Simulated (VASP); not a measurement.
Input of a VASP 6.6.1 run:

INCAR

```
SYSTEM = Pb7F16
ALGO = Fast ; EDIFF = 1E-6
ENCUT = 520 ; GGA = PE
ISIF = 2 ; ISMEAR = -1
LASPH = .True. ; LCHARG = .True.
LELF = .True. ; LREAL = Auto
LVHAR = .True. ; LWAVE = .False.
NBANDS = 122 ; NELECT = 212.0
NELM = 60 ; PREC = Accurate
SIGMA = 0.01
```

Contents of KPOINTS:

```
k-points
0
Gamma
  3 3 3
  0 0 0
```

POSCAR

```
Pb7F16
1.0
    0.0000000000      3.8909800000      7.6357400000
    6.4268900000      0.0000000000      7.6357400000
    6.4268900000      3.8909800000      0.0000000000
Pb F
7 16
Direct
    0.5547252284      0.5527553649      0.1952747716
    0.4458534487      0.4501754816      0.8023809461
    0.9476190539      0.9484098764      0.3041465513
    0.0463262740      0.5637308256      0.1957862862
    0.5542137138      0.0558433858      0.7036737260
    0.4289360365      0.9569873097      0.3210639635
    0.9436356399      0.4244114814      0.8063643601
    0.3376483365      0.7351824745      0.4123516635
    0.8415826505      0.2190371958      0.9084173495
    0.1779651376      0.7469274786      0.1169413314
    0.6330586686      0.2918339476      0.5720348624
    0.2292849202      0.3370585190      0.0284593455
    0.7215406545      0.8448027848      0.5207150798
    0.2635895583      0.1754499167      0.4864104417
    0.7743801008      0.6599279126      0.9756198992
    0.5362192619      0.3085199328      0.2137807381
    0.0406840981      0.7860090921      0.7093159019
    0.9637491700      0.2089040585      0.2302807486
    0.5197192514      0.6529339772      0.7862508300
    0.7879805247      0.5656936033      0.4240064417
    0.3259935583      0.0276805697      0.9620194753
    0.6860586234      0.9710659998      0.0639413766
    0.1907360899      0.4621588114      0.5592639101
```

Potentials or basis: VASP PAW PBE potentials, release 64 (Pb_d, F).

Run with:

```bash
$ cat potpaw_PBE.64/Pb_d/POTCAR potpaw_PBE.64/F/POTCAR > POTCAR
$ mpirun -np 1 vasp_std > vasp.out
```

What does it give for the largest force?

0.039 eV/Å.

Predict the band gap on the k mesh.

4.47 eV, indirect (least direct gap 4.58 eV).

Forces in eV/Å, atoms in the order of the input:
```
Pb  -0.004  0.000  0.022
Pb   0.005  0.005 -0.016
Pb   0.005 -0.005 -0.016
Pb  -0.012  0.002  0.007
Pb  -0.012 -0.002  0.007
Pb  -0.005  0.000 -0.031
Pb  -0.015  0.000  0.017
F   -0.007  0.000 -0.001
F   -0.003  0.000 -0.020
F   -0.001 -0.017 -0.010
F   -0.001  0.017 -0.010
F    0.002 -0.028  0.028
F    0.002  0.028  0.028
F   -0.002  0.000 -0.001
F    0.003  0.000  0.009
F    0.005  0.000 -0.014
F    0.006  0.000 -0.013
F    0.007  0.009  0.005
F    0.007 -0.009  0.005
F   -0.006 -0.003 -0.008
F   -0.006  0.003 -0.008
F    0.021  0.000  0.011
F    0.009  0.000  0.008
```

Caveat: the cell carries a net charge on a neutralising background, which shifts energy and pressure; the cell is charged against a uniform background, so pressure and absolute levels hang on convention; spin-orbit coupling is left out, which as a rule narrows the gap of such compounds by several tenths of an eV.
